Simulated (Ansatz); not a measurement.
# ZnS: the cost of one run

Computed with Ansatz 0.2.0 (DFT PBE, scalar-relativistic, plane waves, PAW, unless a step's input says otherwise).

1 further run of the same task is left out (set aside as unsound or not needed).

### Step 1. The starting structure

Symmetry: P6_3mc, No. 186, hexagonal system. Conventional cell: a = 3.847 Å, b = 3.847 Å, c = 12.590 Å, α = 90.00°, β = 90.00°, γ = 120.00°. Zn (site symmetry 3m) is surrounded by 4 S at 2.36 Å. S (site symmetry 3m) is surrounded by 4 Zn at 2.36 Å.

As a file:

```
CELL_PARAMETERS angstrom
3.84657 0.00000 0.00000
-1.92329 3.33123 0.00000
0.00000 0.00000 12.58954
ATOMIC_POSITIONS crystal
Zn 0.00000 0.00000 0.00005
Zn 0.00000 0.00000 0.50005
Zn 0.33333 0.66667 0.25002
Zn 0.66667 0.33333 0.75002
S 0.00000 0.00000 0.18729
S 0.00000 0.00000 0.68729
S 0.33333 0.66667 0.43764
S 0.66667 0.33333 0.93764
```

This cell was relaxed beforehand with the same method: volume 20.16 Å³/atom, gap on the mesh 2.05 eV.

### Step 2. The scan

The energy is mapped over two homogeneous strains (x along [1 0 0], y along [1 2 0], z along [0 0 1] of the conventional cell).

The axes are (1) normal strain along x: 5 values from −4 to 4 %; (2) normal strain along y: 5 values from −4 to 4 %.

Nothing else is relaxed (fractional coordinates fixed). Energies count from the relaxed crystal. Points are written as (first, second).

### Step 3. Grid point (2 %, −4 %)

input.yaml

```yaml
crystal:
  lattice:
    - [3.923502011, 0.0, 0.0]
    - [-1.9617510055, 3.197978742, 0.0]
    - [0.0, 0.0, 12.5895364177]
  atoms:
    - { symbol: Zn, position: [0.0, 0.0, 4.92057e-05] }
    - { symbol: Zn, position: [0.0, 0.0, 0.5000492057] }
    - { symbol: Zn, position: [0.3333333333, 0.6666666667, 0.2500242903] }
    - { symbol: Zn, position: [0.6666666667, 0.3333333333, 0.7500242903] }
    - { symbol: S, position: [0.0, 0.0, 0.1872905901] }
    - { symbol: S, position: [0.0, 0.0, 0.6872905901] }
    - { symbol: S, position: [0.3333333333, 0.6666666667, 0.4376359138] }
    - { symbol: S, position: [0.6666666667, 0.3333333333, 0.9376359138] }
basis:
  ecutwfc: 520.0
kpoints:
  mp_grid: { grid: [9, 9, 2] }
hamiltonian:
  xc: pbe
scf:
  occupations: { method: gaussian, width: 0.05 }
output:
  forces: true
  stress: true
  eigenvalues: true
```

Command:

```bash
ansatz run input.yaml --threads 2 --pin off --max-ram 4096MiB --backend cpu --events-out ev --progress --plain --runs-dir out
```

Q: Estimate wall time and peak memory on 2 threads of Arm Neoverse V2, shared host.

About 17 s, with a peak of 0.62 GiB.
